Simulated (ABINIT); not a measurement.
Crystal: AlN.

```
CELL_PARAMETERS angstrom
0.00000 2.18399 2.18399
2.18399 0.00000 2.18399
2.18399 2.18399 0.00000
ATOMIC_POSITIONS crystal
Al 0.00000 0.00000 0.00000
N 0.25000 0.25000 0.25000
```

Measurements of this composition are mostly on another form, of space group No. 186.

Base run:

```yaml
Program: ABINIT 10.8.3 (patched build)
Functional: HLE16
Potentials_or_basis: JTH PAW PBE v2.0
Cutoff: 680 eV
k_mesh: 10 × 10 × 10
Occupations: fermi-dirac, width 0.05 eV
Spin: no spin polarisation
```

Its results: band gap on the k mesh 4.35 eV, indirect (least direct gap 4.69 eV).

**Question.** After a change of settings the same cell gave: band gap on the k mesh 4.49 eV, indirect (least direct gap 4.98 eV). Which change was it?
A. functional from HLE16 to BP86
B. functional from HLE16 to OLYP; potentials or basis from JTH PAW PBE v2.0 to PseudoDojo NC SR PBE v0.4.1 standard; cutoff from 680 eV to 1143 eV
C. potentials or basis from JTH PAW PBE v2.0 to PseudoDojo NC SR PBE v0.4.1 standard; cutoff from 680 eV to 1143 eV
D. functional from HLE16 to PBE; k mesh from 10 × 10 × 10 to 13 × 13 × 13

**Answer.** C.

Caveats: the potentials were made for a functional far from this one; the cell as given lies far from equilibrium (some runs).
